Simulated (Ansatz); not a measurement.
## Graphene monolayer in a perpendicular field

What dipole does a perpendicular field induce in the graphene monolayer? A positive field points along +c.

Program: Ansatz 0.2.0. Level of theory: plane-wave DFT, PBEsol-D3(BJ), Ansatz PAW, in the first sound run; inputs show where later runs differ. Results are calculated unless marked as measured.

## 1. The structure

The cell holds 2 atoms: 2 C. Its edges and angles: a = 2.467 Å, b = 2.467 Å, c = 18.000 Å, α = 90.0°, β = 90.0°, γ = 120.0°. Vacuum lies along c.

## 2. Relaxing the slab

The starting cell is a guess, so the in-plane lattice and the atoms are relaxed first, with the slab cut off from its images along the normal. The program lengthens the vector along the normal by itself, so c and the volume that it reports differ from the typed ones.

input.yaml reads:

```yaml
crystal:
  lattice:
    - [2.467, 0.0, 0.0]
    - [-1.2335, 2.1364846711, 0.0]
    - [0.0, 0.0, 18.0]
  atoms:
    - { symbol: C, position: [0.6666666667, 0.3333333333, 0.5] }
    - { symbol: C, position: [0.3333333333, 0.6666666667, 0.5] }
  periodic: [true, true, false]
kpoints:
  mp_grid: { grid: [18, 18, 1] }
hamiltonian:
  xc: pbesol
  dispersion: d3bj
scf:
  occupations: { method: fermi_dirac, width: 0.05 }
  convergence: { dr2_threshold: 1.0e-09 }
relax:
  f_tol: 0.004
  max_steps: 90
  cell: {}
output:
  write_potential: true
  write_density: true
  volumetric_format: npy
```

The run is started by

```bash
$ ansatz run input.yaml --threads 2 --pin off --max-ram 3072MiB --backend cpu --events-out ev --progress --plain --runs-dir out
```

Numbers of over 12 decimals in the logs are rounded to 6 here.

Log:

```text
Warning: crystal.periodic: the lattice vector that does not repeat stood 0.000° off the slab's normal, 18.000 Å along it as the deck builds it. The run solves the slab on a vector along the normal, 23.800 Å long, with every atom where it was (on the deck's vector they left 18.00 Å outside them, and the widest stretch free of ions among them is 0.00 Å). A fractional position that the run reports is one of the run's ce [...]
Warning: relax.cell: scf.convergence.dr2_threshold = 1e-9 eV is looser than the 2e-10 eV advised for a relaxation that steers and ends on the stress (1e-10 eV for each atom of the cell: 2). What an SCF threshold leaves in a stress goes as its square root, and in the free energy as the threshold itself, and one threshold admits the most on a small cell: [figures from the program's tests cut] Set scf.convergence.dr2_threshold to 2e-10 eV or tighter. The threshold is an SCF's pass mark: one that does not reach it within its budget of iterations ends unconverged, or closes short of it on a stop that the run arms, and scf.convergence.dr2_threshold's page says what that costs each kind of run
crystal.periodic: the lattice vector that does not repeat stood 0.000° off the slab's normal, 18.000 Å along it as the deck builds it. The run solves the slab on a vector along the normal, 23.800 Å long, with every atom where it was (on the deck's vector they left 18.00 Å outside them, and the widest stretch free of ions among them is 0.00 Å). A fractional position that the run reports is one of the run's cell, which [...]
Engine: ansatz 0.2.0, x86_64-unknown-linux-gnu
Pseudopotentials: kind: paw
Pseudopotential: C, paw, valence charge 4, recommended cutoff 420 eV (normal), C.paw.azcp
Functional definition: PBEsol
  exchange = pbesol_x
  correlation = pbesol_c
Crystal: 2 atoms, lattice volume = 125.443 Å³
Basis set: ecut = 420 eV, 2353 PW (Γ), exchange–correlation on 36×36×320 points (8 copies of the dense FFT grid, shifted against one another)
Bands: 8, of which v1, the nominal top of the filled ones, is band 4 counted from 1 (3 counted from 0)
Symmetry: 24 space group operations
Space group: P6/mmm (ITA 191), of the structure as read, at distance tolerance 5.0e-5 Å
k-points: 37 of 324
Non-local potential: C, projectors of the file, l = 0: 2, l = 1: 2, l = 2: 1
PAW form: soft (Blöchl's): semilocal exchange-correlation on the pseudo side does not see the compensation charge
PAW frozen core: C, regenerated for the run's functional, and the local potential with it (the file was generated under x = pbe(κ = 0.804, μ = 0.219515), c = pbe(β = 0.066725))
PAW one-centre angular grid: C, 110 points (default); XC on 64 Gauss nodes
Initial density: superposition of atomic densities (neutral atoms: chi_scale 0, normalization atom), corrected by the library's trained network
Initial wavefunctions: pseudopotential atomic-orbital guess
Functional: x = pbesol(κ = 0.804, μ = 0.123457), c = pbesol(β = 0.046)
SCF iter   1: F=—  HF=-493.468347 eV  |F-HF|=—  |Δ(HF+E_count)|=         —  Δρ=1.66e-3  dr2=1.76e-3  ethr=1.77e-3  ⟨swp⟩=8.3  Hψ=2923  notcnv=0
preconditioner: auto → LDOS  [metal: Δε(μ)=0.000 eV  Ē_g=16.231 eV  σ=0.050 eV  W_gap=0.00  n_scr=12 (ndim 8)  ℏωp=9.4 eV  f_vac=0.813  D(μ)=0.12/eV (n_scr^D=2)  β→1.0]
SCF iter   2: F=—  HF=-493.469748 eV  |F-HF|=—  |Δ(HF+E_count)|=   1.40e-3  Δρ=1.72e-4  dr2=2.80e-5  ethr=2.20e-5  ⟨swp⟩=4.1  Hψ=1103  notcnv=0
SCF iter   3: F=—  HF=-493.469731 eV  |F-HF|=—  |Δ(HF+E_count)|=   1.74e-5  Δρ=2.28e-5  dr2=2.46e-7  ethr=3.50e-7  ⟨swp⟩=2.8  Hψ=636  notcnv=0
SCF iter   4: F=—  HF=-493.469730 eV  |F-HF|=—  |Δ(HF+E_count)|=   6.78e-7  Δρ=5.12e-6  dr2=3.88e-8  ethr=3.07e-9  ⟨swp⟩=3.4  Hψ=659  notcnv=0
iter 5 did not close the SCF: its close was put off for the readings that it lacked (scf_convergence_deferred on its scf_iter line)
SCF iter   5: F=-493.469730 eV  HF=-493.469730 eV  |F-HF|=1.17e-8  |Δ(HF+E_count)|=   8.73e-9  Δρ=5.07e-7  dr2=2.49e-10  ethr=4.85e-10  ⟨swp⟩=2.8  Hψ=497  notcnv=0
SCF iter   6: F=-493.469730 eV  HF=-493.469730 eV  |F-HF|=4.12e-11  |Δ(HF+E_count)|=   1.17e-8  Δρ=8.78e-8  dr2=4.61e-12  ethr=3.11e-12  ⟨swp⟩=7.0  Hψ=1797  notcnv=0
SCF 1 converged in 6 iterations: F = -493.469730 eV  dr2 = 4.61e-12
  greatest PAW one-centre occupation: 0.670 electrons in one spin orbital (limit 2), on the C atom at site 1 (counted from 0), in its partial waves of l = 0
relax step   1: F+E_penalty+E_count = -493.46973023 eV  Δ(F+E_penalty+E_count) = +0.000e0 eV  max|allowed force component| = 6.291e-16 eV/Å  Δτ_max = 0.0000 Å  P = -1.464 N/m  Ω = 125.443 Å³  fix = [c, alpha, beta]  reactions: c -0.000 N/m  (6 SCF iters, accepted)
Crystal: 2 atoms, lattice volume = 124.895 Å³
Initial density: handed on by an earlier stage of this run
Initial wavefunctions: those handed on with the density
iter 1 solved again at ethr=5.08e-6 eV; its pass at ethr=3.10e-3 eV (dr2=4.07e-4 eV) is discarded
SCF iter   1: F=—  HF=-493.471613 eV  |F-HF|=—  |Δ(HF+E_count)|=         —  Δρ=5.44e-4  dr2=4.08e-4  ethr=5.08e-6  ⟨swp⟩=2.6  Hψ=2277  notcnv=0
preconditioner: auto → LDOS  [metal: Δε(μ)=0.000 eV  Ē_g=16.333 eV  σ=0.050 eV  W_gap=0.00  n_scr=12 (ndim 8)  ℏωp=9.4 eV  f_vac=0.823  D(μ)=0.12/eV (n_scr^D=2)  β→1.0]
SCF iter   2: F=—  HF=-493.471454 eV  |F-HF|=—  |Δ(HF+E_count)|=   1.60e-4  Δρ=2.14e-4  dr2=5.90e-5  ethr=5.08e-6  ⟨swp⟩=2.5  Hψ=627  notcnv=0
SCF iter   3: F=—  HF=-493.471415 eV  |F-HF|=—  |Δ(HF+E_count)|=   3.85e-5  Δρ=8.42e-6  dr2=7.89e-8  ethr=7.37e-7  ⟨swp⟩=2.9  Hψ=647  notcnv=0
SCF iter   4: F=—  HF=-493.471416 eV  |F-HF|=—  |Δ(HF+E_count)|=   7.94e-7  Δρ=1.08e-6  dr2=2.42e-9  ethr=9.87e-10  ⟨swp⟩=3.2  Hψ=569  notcnv=0
SCF iter   5: F=-493.471416 eV  HF=-493.471416 eV  |F-HF|=3.75e-12  |Δ(HF+E_count)|=   6.67e-9  Δρ=2.61e-7  dr2=1.14e-10  ethr=1.25e-11  ⟨swp⟩=10.0  Hψ=1638  notcnv=0
SCF 2 converged in 5 iterations: F = -493.471416 eV  dr2 = 1.14e-10
  greatest PAW one-centre occupation: 0.672 electrons in one spin orbital (limit 2), on the C atom at site 1 (counted from 0), in its partial waves of l = 0
relax step   2: F+E_penalty+E_count = -493.47141600 eV  Δ(F+E_penalty+E_count) = -1.686e-3 eV  max|allowed force component| = 6.291e-16 eV/Å  Δτ_max = 0.0000 Å  P = -0.530 N/m  Ω = 124.895 Å³  energy of the carried Pulay correction = +2.513e-4 eV  fix = [c, alpha, beta]  reactions: c -0.000 N/m  (5 SCF iters, accepted)
Crystal: 2 atoms, lattice volume = 124.586 Å³
iter 1 solved again at ethr=1.65e-6 eV; its pass at ethr=3.10e-3 eV (dr2=1.32e-4 eV) is discarded
SCF iter   1: F=—  HF=-493.471845 eV  |F-HF|=—  |Δ(HF+E_count)|=         —  Δρ=3.10e-4  dr2=1.32e-4  ethr=1.65e-6  ⟨swp⟩=2.5  Hψ=2292  notcnv=0
preconditioner: auto → LDOS  [metal: Δε(μ)=0.000 eV  Ē_g=16.337 eV  σ=0.050 eV  W_gap=0.00  n_scr=12 (ndim 8)  ℏωp=9.4 eV  f_vac=0.824  D(μ)=0.12/eV (n_scr^D=2)  β→1.0]
SCF iter   2: F=—  HF=-493.471792 eV  |F-HF|=—  |Δ(HF+E_count)|=   5.33e-5  Δρ=1.23e-4  dr2=1.92e-5  ethr=1.65e-6  ⟨swp⟩=2.4  Hψ=588  notcnv=0
SCF iter   3: F=—  HF=-493.471768 eV  |F-HF|=—  |Δ(HF+E_count)|=   2.38e-5  Δρ=5.24e-6  dr2=3.07e-8  ethr=2.40e-7  ⟨swp⟩=2.8  Hψ=648  notcnv=0
SCF iter   4: F=—  HF=-493.471771 eV  |F-HF|=—  |Δ(HF+E_count)|=   2.50e-6  Δρ=5.86e-7  dr2=7.09e-10  ethr=1.25e-11  ⟨swp⟩=11.4  Hψ=1866  notcnv=0
SCF iter   5: F=-493.471771 eV  HF=-493.471771 eV  |F-HF|=1.95e-11  |Δ(HF+E_count)|=   2.22e-9  Δρ=1.39e-7  dr2=3.62e-11  ethr=8.86e-12  ⟨swp⟩=6.5  Hψ=1664  notcnv=0
SCF 3 converged in 5 iterations: F = -493.471771 eV  dr2 = 3.62e-11
relax step   3: F+E_penalty+E_count = -493.47177077 eV  Δ(F+E_penalty+E_count) = -3.548e-4 eV  max|allowed force component| = 5.551e-16 eV/Å  Δτ_max = 0.0000 Å  P = +0.007 N/m  Ω = 124.586 Å³  energy of the carried Pulay correction = +3.937e-4 eV  fix = [c, alpha, beta]  reactions: c +0.000 N/m  (5 SCF iters, accepted)
Initial wavefunctions: pseudopotential atomic-orbital guess (no wavefunctions were taken with the density)
iter 1 solved again at ethr=4.86e-7 eV; its pass at ethr=3.10e-3 eV (dr2=3.89e-5 eV) is discarded
SCF iter   1: F=—  HF=-493.471376 eV  |F-HF|=—  |Δ(HF+E_count)|=         —  Δρ=1.62e-5  dr2=4.26e-8  ethr=4.86e-7  ⟨swp⟩=4.8  Hψ=4156  notcnv=0
eigensolver tolerance schedule: the retry pair's looser diagonalisation over-reported the residual by 910.74 of it (diagonalisation noise at 0.17 of the residual, at the tolerance the schedule requests for it); recorded, not acted on — ethr = c·dr2/N_el stays at c = 1.0e-1
preconditioner: auto → LDOS  [metal: Δε(μ)=0.000 eV  Ē_g=16.315 eV  σ=0.050 eV  W_gap=0.00  n_scr=12 (ndim 8)  ℏωp=9.4 eV  f_vac=0.824  D(μ)=0.12/eV (n_scr^D=2)  β→1.0]
SCF iter   2: F=—  HF=-493.471360 eV  |F-HF|=—  |Δ(HF+E_count)|=   1.59e-5  Δρ=9.72e-7  dr2=7.17e-10  ethr=1.25e-11  ⟨swp⟩=14.0  Hψ=3103  notcnv=0
SCF iter   3: F=-493.471360 eV  HF=-493.471360 eV  |F-HF|=2.39e-10  |Δ(HF+E_count)|=  4.50e-10  Δρ=2.07e-7  dr2=4.91e-11  ethr=8.97e-12  ⟨swp⟩=6.9  Hψ=1743  notcnv=0
SCF 4 converged in 3 iterations: F = -493.471360 eV  dr2 = 4.91e-11
relax step   4: F+E_penalty+E_count = -493.47136009 eV  Δ(F+E_penalty+E_count) = +4.107e-4 eV  max|allowed force component| = 5.366e-16 eV/Å  Δτ_max = 0.0000 Å  P = -0.006 N/m  Ω = 124.586 Å³  fix = [c, alpha, beta]  reactions: c -0.000 N/m  stress off target by 6.39e-3 N/m on what of the cell is left free  SCF on the basis re-selected at this cell (its energy is not comparable with the rows above)  (3 SCF iters)
basis re-selected at this cell: Δ(F+E_penalty+E_count) = +4.107e-4 eV, ΔP = -0.014 N/m vs the last step (what re-selecting the basis moved, of the pressure what is left beyond the Pulay correction that the steps carried, after the strain that the cell walked since its last selection, with what the two solves' SCF thresholds leave and, on support functions, any second-order correction that the steps lacked; it is no m [...]
SCF converged after 3 iterations
Free energy (F): -493.471360 eV
Harris-Foulkes:  -493.471360 eV  (|F-HF|=2.39e-10)
Internal energy: -493.470504 eV  (E = F + TS)
E sigma→0 (E₀):  -493.470932 eV
Entropy (-TS):   -0.000856 eV (-0.428 meV/atom)
Fermi energy:    -4.306596 eV
--- Per-component energies (eV) ---
  E_band       = -107.750894
  E_kinetic    = 181.668725
  E_local      = -6178.443310  (includes V_loc(G=0)·N_el)
  E_nonlocal   = 54.839727
  E_hartree    = 2983.161961
  E_xc         = -95.144278
  E_vxc        = -118.228387  (∫ρ·V_xc dr)
  E_paw        = -190.968518  (= ΣΔE_a)
  E_vpaw       = -13.911823  (= ΣTr[D̂ρ^β])
  E_aug_tail   = 0.000016  (compensation charges beyond the density's cutoff)
  E_ewald      = 2751.471135
  E_disp       = -0.098163  (pairwise vdW)
  E_core_change = 0.042201  (= ΣΔE_core)
  E_smearing   = -0.000856  (= −TS)
  E_closure    = 0.000000  (closes the sum)
  Σ components = -493.471360   (vs F -493.471360, Δ=0.00e0)
--- Forces (eV/Å), atoms counted from 1 ---
  atom   1  C      0.00000000     0.00000000    -0.00000000
  atom   2  C      0.00000000    -0.00000000     0.00000000
  max |Σ_I F_I| component: 1.11e-16 eV/Å
--- 2D stress c σ (N/m, compression-positive) ---
       -0.006386      -0.000000      -0.000000
       -0.000000      -0.006386      -0.000000
       -0.000000      -0.000000      -0.000000
  P = ½ c Tr σ = -0.0064 N/m
--- Band table (eV; the first three rows and the last of 37) ---
  k-point 0: bands = ["-23.8621", "-12.0177", "-7.3109", "-7.3109", "-0.9289", "-0.1556", "0.4860", "0.7626"]
  k-point 1: bands = ["-23.7888", "-11.9296", "-7.6097", "-7.4703", "-0.8296", "-0.0545", "0.5878", "0.8641"]
  k-point 2: bands = ["-23.5693", "-11.6662", "-8.4307", "-7.8934", "-0.5315", "0.2486", "0.8932", "1.1683"]
  k-point 36: bands = ["-16.8715", "-16.8715", "-14.9822", "-4.3066", "-4.3066", "6.2114", "8.6851", "8.6851"]
  the weakly bound empty levels are not read free of the cell's end (no_gap_told)
--- Relaxed structure (3 steps of the walk, 3 accepted, 1 SCFs on fresh bases) ---
  F+E_penalty+E_count = -493.47136009 eV   max|allowed force component| = 5.366e-16 eV/Å   (the final SCF, on the basis selected at the relaxed cell)
  cell:  # Å, volume = 124.5859 Å³
    - [2.458559, 0.0, 0]
    - [-1.229280, 2.129175, 0]
    - [0, 0, 23.8]
  atoms:
    - { symbol: C, position: [0.666667, 0.333333, 0.378151] }
    - { symbol: C, position: [0.333333, 0.666667, 0.378151] }
```

Elapsed: 3.7 s, on 2 threads of Intel Xeon 6975P-C (Granite Rapids), shared host; peak memory 0.42 GiB.

Step by step:

```
step  energy less that of the first step (eV)  largest force component (eV/Å)  volume (Å³)
   1                                   0.0000                          0.0000       125.44
   2                                  -0.0017                          0.0000       124.90
   3                                  -0.0020                          0.0000       124.59
  4*                                  -0.0016                          0.0000       124.59
```

Relaxation steps marked * repeat the geometry before them on a plane-wave basis chosen anew for their cell, so energy and pressure can jump there.

The run keeps the 24 symmetry operations that it works with, so distortions that break them were not tested.

```
cell as run  before  after  change
      a (Å)   2.467  2.459  -0.3 %
      b (Å)   2.467  2.459  -0.3 %
```

The relaxed structure:

```xyz
2
Lattice="2.4586 0.0000 0.0000 -1.2293 2.1292 0.0000 0.0000 0.0000 23.8000" Properties=species:S:1:pos:R:3
C     1.2293    0.7097    9.0000
C     0.0000    1.4194    9.0000
```

This step gave:

```yaml
energy_at_zero_smearing: -493.4709 eV
```

The lattice constant a goes from 2.467 to 2.459 Å.

[end of part 1 of 4]

[Logs are printed without paths, hosts, clocks, repeated set-up lines and the standing remarks that a program may print on its own settings, such as how far it seeks lower states.]

[Hosts, paths, dates, database ids (printed as entryN), source tags and the programs' standing remarks are cut or masked in the printed files.]

[Maps of the electrostatic potential energy from Ansatz leave out the sawtooth potential of an applied field or a dipole correction, so their vacuum need not be flat; planar profiles and work functions include it.]
